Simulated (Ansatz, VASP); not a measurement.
Two plane-wave programs on Mg

INCAR

```
SYSTEM = Mg
ALGO = Normal
EDIFF = 1E-6
ENCUT = 520
GGA = PS
ISIF = 2
ISMEAR = 0
LASPH = .True.
LCHARG = .False.
LREAL = .False.
LWAVE = .False.
NBANDS = 7
NELM = 100
PREC = Accurate
SIGMA = 0.15
```

The input KPOINTS:

```
k-points
0
Gamma
  18 18 18
  0 0 0
```

The input POSCAR:

```
Mg
1.0
    0.0000000000      2.1769283200      2.2442560000
    2.1769283200      0.0000000000      2.2442560000
    2.1769283200      2.1769283200      0.0000000000
Mg
1
Direct
    0.0000000000      0.0000000000      0.0000000000
```

Input for Ansatz:

```yaml
crystal:
  lattice:
    - [0.0, 2.17692832, 2.244256]
    - [2.17692832, 0.0, 2.244256]
    - [2.17692832, 2.17692832, 0.0]
  atoms:
    - { symbol: Mg, position: [0.0, 0.0, 0.0] }
basis:
  ecutwfc: 420
kpoints:
  mp_grid: { grid: [18, 18, 18] }
hamiltonian:
  xc: pbesol
scf:
  occupations: { method: gaussian, width: 0.15 }
output:
  forces: true
  stress: true
  eigenvalues: true
```

Change from the starting cell: strain -0.030 along x and y, +0.000 along z, atoms carried along.

Alike in both runs: task single point; functional PBEsol; k mesh 18 × 18 × 18; occupations gaussian, width 0.15 eV; no spin polarisation.

|  | VASP | Ansatz |
| --- | --- | --- |
| version | VASP 6.6.1 | Ansatz 0.2.0 |
| potentials or method | VASP PAW PBE potentials, release 64 (Mg) | scalar-relativistic, plane waves, PAW |
| plane-wave cutoff (eV) | 520 | 420 |
| valence electrons in the cell | 2 | 10 |

VASP gave:

* gap on the k mesh at the Fermi level (eV): none
* pressure (GPa): 2.6
* largest component of the traceless stress (GPa): 0.39

Task: What did Ansatz give for the same quantities?

Result: gap on the k mesh at the Fermi level (eV): none; pressure (GPa): 2.7; largest component of the traceless stress (GPa): 0.39.

A gap of «none» marks a metal or a gap that the smearing closes. With one functional, cell and mesh, what is left measures potentials, basis and numerics. The two sets of potentials don't hold the same shells in valence.

Caveats: the PAW data sets were made with another functional, which shifts forces and pressure a little (VASP).
